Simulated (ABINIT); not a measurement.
# Sn (Fd-3m) in ABINIT: equation of state

How stiff is Sn in PBE, and what volume does it want? The cell is scaled to several volumes.

All numbers are computed with ABINIT 10.8.3 (patched build); they aren't measurements. Logs are shortened: lines on timing, memory, paths and dates and some standing lists are left out, and cuts for length are marked. The log counts tension as positive stress, the text compression.

## (1) The crystal as given

It takes space group Fd-3m (No. 227, cubic). Conventional cell: a = 6.467 Å, b = 6.467 Å, c = 6.467 Å, α = 90.00°, β = 90.00°, γ = 90.00°. Around Sn (site symmetry -43m) lie 4 Sn at 2.80 Å.

This isn't the form of Sn at room conditions, which is tetragonal (white tin).

## (2) Equation of state, PBE

run.abi

```
# Datasets: one volume each
ndtset 7
getwfk -1
scalecart1 3*0.9795861087
scalecart2 3*0.9864848297
scalecart3 3*0.9932883884
scalecart4 3*1.0000000000
scalecart5 3*1.0066227096
scalecart6 3*1.0131594038
scalecart7 3*1.0196128224

# Pseudopotentials
pp_dirpath "./"
pseudos "Sn.GGA_PBE-JTH.xml"

# Structure
acell 3*1.0 Angstrom
rprim
     0.0000000000     3.2333428000     3.2333428000
     3.2333428000     0.0000000000     3.2333428000
     3.2333428000     3.2333428000     0.0000000000
ntypat 1
znucl 50
natom 2
typat 1 1
xred
     0.7500000000     0.7500000000     0.7500000000
     0.5000000000     0.5000000000     0.5000000000

# Plane-wave basis
ecut 22.0
pawecutdg 44.0
pawxcdev 0

# k points
kptopt 1
ngkpt 7 7 7
nshiftk 1
shiftk 0.0 0.0 0.0

# Exchange and correlation
ixc 11

# Bands and occupations
nband 18
occopt 3
tsmear 0.05 eV

# SCF cycle
nstep 100
tolvrs 1.0e-9

# Output
iomode 3
prtwf 1
prtden 0
prteig 0
prtebands 0
```

Potentials or basis: JTH PAW PBE v2.0.

Started as:

```console
abinit run.abi > log 2>&1
```

run.abo:

```text
.Version 10.8.3 of ABINIT
 DATASET    1 : space group Fd -3 m (#227); Bravais cF (face-center cubic)
================================================================================
 Values of the parameters that define the memory need for DATASET  1.
     intxc =       0    ionmov =       0      iscf =      17    lmnmax =      18
     lnmax =       6     mgfft =      36  mpssoang =       3    mqgrid =    3001
     natom =       2  nloc_mem =       2    nspden =       1   nspinor =       1
    nsppol =       1      nsym =      48    n1xccc =       1    ntypat =       1
    occopt =       3   xclevel =       2
       mpw =        2129          nfft =       46656          nkpt =          20
 PAW method is used; the additional fine FFT grid is defined by:
   mgfftf=        54    nfftf =    157464
================================================================================
================================================================================
[... 71 lines left out ...]
 DATASET    7 : space group Fd -3 m (#227); Bravais cF (face-center cubic)
================================================================================
 Values of the parameters that define the memory need for DATASET  7.
     intxc =       0    ionmov =       0      iscf =      17    lmnmax =      18
     lnmax =       6     mgfft =      40  mpssoang =       3    mqgrid =    3001
     natom =       2  nloc_mem =       2    nspden =       1   nspinor =       1
    nsppol =       1      nsym =      48    n1xccc =       1    ntypat =       1
    occopt =       3   xclevel =       2
       mpw =        2400          nfft =       64000          nkpt =          20
 PAW method is used; the additional fine FFT grid is defined by:
   mgfftf=        54    nfftf =    157464
================================================================================
================================================================================

--------------------------------------------------------------------------------
------------- Echo of variables that govern the present computation ------------
--------------------------------------------------------------------------------
 -outvars: echo values of preprocessed input variables --------
            acell      1.8897261259E+00  1.8897261259E+00  1.8897261259E+00 Bohr
              amu      1.18710000E+02
             ecut      2.20000000E+01 Hartree
           getwfk          -1
              ixc          11
           jdtset        1    2    3    4    5    6    7
         kptrlatt        7    0    0      0    7    0      0    0    7
          kptrlen1     5.92524448E+01
          kptrlen2     5.96697293E+01
          kptrlen3     6.00812576E+01
          kptrlen4     6.04872244E+01
          kptrlen5     6.08878137E+01
[... 130 lines left out ...]
- pspini: atom type   1  psp file is ./Sn.GGA_PBE-JTH.xml
 Pseudopotential format is: paw10
 basis_size (lnmax)=  6 (lmn_size= 18), orbitals=   0   0   1   1   2   2
 Spheres core radius: rc_sph= 2.51086398
 Shapefunction is BESSEL type: shapef(r,l)=aa(1,l)*jl(q(1,l)*r)+aa(2,l)*jl(q(2,l)*r)
 Radius for shape functions =  1.40702157
 Compensation charge density is not taken into account in XC energy/potential

   1.44039359E+03                                ecore*ucvol(ha*bohr**3)
--------------------------------------------------------------------------------

================================================================================

--- !BeginCycle
iteration_state: {dtset: 1, }
solver: {iscf: 17, nstep: 100, nline: 4, wfoptalg: 10, }
tolerances: {tolvrs: 1.00E-09, }
...
[... 353 lines left out ...]
 getcut: wavevector=  0.0000  0.0000  0.0000  ngfft=  40  40  40
         ecut(hartree)=     22.000   => boxcut(ratio)=   2.20720

 getcut : COMMENT -
  Note that boxcut > 2.2 ; recall that boxcut=Gcut(box)/Gcut(sphere) = 2
  is sufficient for exact treatment of convolution.
  Such a large boxcut is a waste : you could raise ecut
  e.g. ecut=   26.794632 Hartrees makes boxcut=2

 Fine grid specifications (used for densities):

 getcut: wavevector=  0.0000  0.0000  0.0000  ngfft=  54  54  54
         ecut(hartree)=     44.000   => boxcut(ratio)=   2.10771
--------------------------------------------------------------------------------
[... 886 lines left out ...]
-Cartesian components of stress tensor (GPa)         [Pressure=  1.0786E+00 GPa]
- sigma(1 1)= -1.07855061E+00  sigma(3 2)=  0.00000000E+00
- sigma(2 2)= -1.07855061E+00  sigma(3 1)=  0.00000000E+00
- sigma(3 3)= -1.07855061E+00  sigma(2 1)=  0.00000000E+00

== END DATASET(S) ==============================================================
================================================================================

 -outvars: echo values of variables after computation  --------
            acell      1.8897261259E+00  1.8897261259E+00  1.8897261259E+00 Bohr
           etotal1    -1.3941998269E+02
           etotal2    -1.3942212609E+02
           etotal3    -1.3942386299E+02
           etotal4    -1.3942523322E+02
           etotal5    -1.3942627122E+02
           etotal6    -1.3942701077E+02
           etotal7    -1.3942747963E+02
            fcart1     5.6233603224E-29 -7.8727044513E-29 -1.1246720645E-29
                      -5.6233603224E-29  7.8727044513E-29  1.1246720645E-29
            fcart2    -2.0940130642E-30  6.9800435472E-31 -2.0242126287E-29
                       2.0940130642E-30 -6.9800435472E-31  2.0242126287E-29
            fcart3    -4.9912081409E-29  5.5457868232E-30  3.8820507762E-29
                       4.9912081409E-29 -5.5457868232E-30 -3.8820507762E-29
            fcart4    -3.3051393936E-29 -1.1017131312E-29  5.5085656560E-29
                       3.3051393936E-29  1.1017131312E-29 -5.5085656560E-29
            fcart5     7.6612536602E-29  1.0944648086E-29 -5.4723240430E-29
                      -7.6612536602E-29 -1.0944648086E-29  5.4723240430E-29
[... 38 lines left out ...]
                       0.0000000000E+00  0.0000000000E+00  0.0000000000E+00
           xangst1     4.7510065373E+00  4.7510065373E+00  4.7510065373E+00
                       3.1673376915E+00  3.1673376915E+00  3.1673376915E+00
           xangst2     4.7844654321E+00  4.7844654321E+00  4.7844654321E+00
                       3.1896436214E+00  3.1896436214E+00  3.1896436214E+00
           xangst3     4.8174627884E+00  4.8174627884E+00  4.8174627884E+00
                       3.2116418590E+00  3.2116418590E+00  3.2116418590E+00
           xangst4     4.8500142000E+00  4.8500142000E+00  4.8500142000E+00
                       3.2333428000E+00  3.2333428000E+00  3.2333428000E+00
           xangst5     4.8821344356E+00  4.8821344356E+00  4.8821344356E+00
                       3.2547562904E+00  3.2547562904E+00  3.2547562904E+00
           xangst6     4.9138374953E+00  4.9138374953E+00  4.9138374953E+00
                       3.2758916635E+00  3.2758916635E+00  3.2758916635E+00
           xangst7     4.9451366671E+00  4.9451366671E+00  4.9451366671E+00
                       3.2967577781E+00  3.2967577781E+00  3.2967577781E+00
             xred      7.5000000000E-01  7.5000000000E-01  7.5000000000E-01
                       5.0000000000E-01  5.0000000000E-01  5.0000000000E-01
 Calculation completed.
```

It took 2.4 min on 1 thread of Arm Neoverse V2, shared host; peak memory 0.17 GiB.

Results:

```yaml
Equilibrium_volume: "36.85 Å³/atom (rough: see the caveat)"
Bulk_modulus: 37 GPa (rough)
```

Energy against volume, from the lowest point:
```csv
volume (Å³/atom),energy (meV/atom)
31.775,102.00
32.451,72.84
33.127,49.21
33.803,30.56
34.479,16.44
35.155,6.38
35.831,0.00
```

Caveat: pressures at fixed basis lie under the slope of the energies; the minimum lies outside the volumes run.
